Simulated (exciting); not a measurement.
A run of exciting (release sodium):

Contents of input.xml:

```xml
<input>
  <title>MoP</title>
  <structure speciespath="./" tshift="false">
    <crystal scale="1">
      <basevect>6.090587299669 0.000000000000 0.000000000000</basevect>
      <basevect>-3.045293649834 5.274603325485 0.000000000000</basevect>
      <basevect>0.000000000000 0.000000000000 6.030116063681</basevect>
    </crystal>
    <species speciesfile="Mo.xml" rmt="2.3">
      <atom coord="0.000000000000 0.000000000000 0.000000000000"/>
    </species>
    <species speciesfile="P.xml" rmt="2">
      <atom coord="0.333333333300 0.666666666700 0.500000000000"/>
    </species>
  </structure>
  <groundstate do="fromscratch" ngridk="7 7 6" rgkmax="7.8" gmaxvr="14" lmaxapw="10" lmaxmat="10" lmaxvr="8" xctype="GGA_PBE" stype="Fermi Dirac" swidth="0.00183747" nempty="50" ValenceRelativity="iora*" epsengy="1e-05" epspot="1e-05" maxscl="60" outputlevel="normal">
    <spin spinorb="true"/>
  </groundstate>
  <properties>
    <bandstructure>
      <plot1d>
        <path steps="80">
          <point coord="0 0 0" label="G"/>
          <point coord="0.5 0 0" label="M"/>
          <point coord="0.3333333333 0.3333333333 0" label="K"/>
          <point coord="0 0 0" label="G"/>
          <point coord="0 0 0.5" label="A"/>
          <point coord="0.5 0 0.5" label="L"/>
          <point coord="0.3333333333 0.3333333333 0.5" label="H"/>
          <point coord="0 0 0.5" label="A" breakafter="true"/>
          <point coord="0.5 0 0.5" label="L"/>
          <point coord="0.5 0 0" label="M" breakafter="true"/>
          <point coord="0.3333333333 0.3333333333 0" label="K"/>
          <point coord="0.3333333333 0.3333333333 0.5" label="H"/>
        </path>
      </plot1d>
    </bandstructure>
  </properties>
</input>
```

Potentials or basis: all-electron LAPW+lo, shipped species files, valence relativity iora*.

Run with:

```sh
$ OMP_NUM_THREADS=1 exciting_smp
```

Hardware: 1 thread of Arm Neoverse V1 (shared host).

Task: Estimate the wall time of this run.

Result: Wall time 3.2 min on 1 thread of Arm Neoverse V1, on a shared host, peak memory 0.15 GiB. Counts: scf iterations 14, plane waves 205.
